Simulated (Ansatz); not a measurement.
Here is an Ansatz 0.2.0 calculation.

File input.yaml:

```yaml
crystal:
  lattice:
    - [3.1339080219, 0.0, 0.0]
    - [-1.566954011, 2.7140439601, 0.0]
    - [0.0, 0.0, 5.41676772]
  atoms:
    - { symbol: Hf, position: [0.3333333333, 0.6666666667, 0.25] }
    - { symbol: Hf, position: [0.6666666667, 0.3333333333, 0.75] }
    - { symbol: "N", position: [0.0, 0.0, 0.5] }
    - { symbol: "N", position: [0.0, 0.0, 0.0] }
hamiltonian:
  xc: pbe
  pseudopotentials: { kind: paw }
kpoints:
  mp_grid: { grid: [10, 10, 5] }
scf:
  occupations: { method: fermi_dirac, width: 0.05 }
output:
  forces: true
  stress: true
  eigenvalues: true
```

Potentials or basis: Ansatz PAW.

Run with:

```bash
$ ansatz run input.yaml --threads 2 --pin off --max-ram 5120MiB --backend cpu --events-out ev --progress --plain --runs-dir out
```

Q: What does it give for the pressure?

A: 6.0 GPa.

Q: What does it give for the band gap on the k mesh?

A: None (metal or under the smearing width).

Stress tensor (GPa, compression positive):
```
6.18 0.00 0.00
0.00 6.18 0.00
0.00 0.00 5.78
```

Caveat: the pressure holds a Pulay correction of +0.5 GPa for the finite cutoff. The run has no spin-orbit coupling, so splittings on Hf are missing.
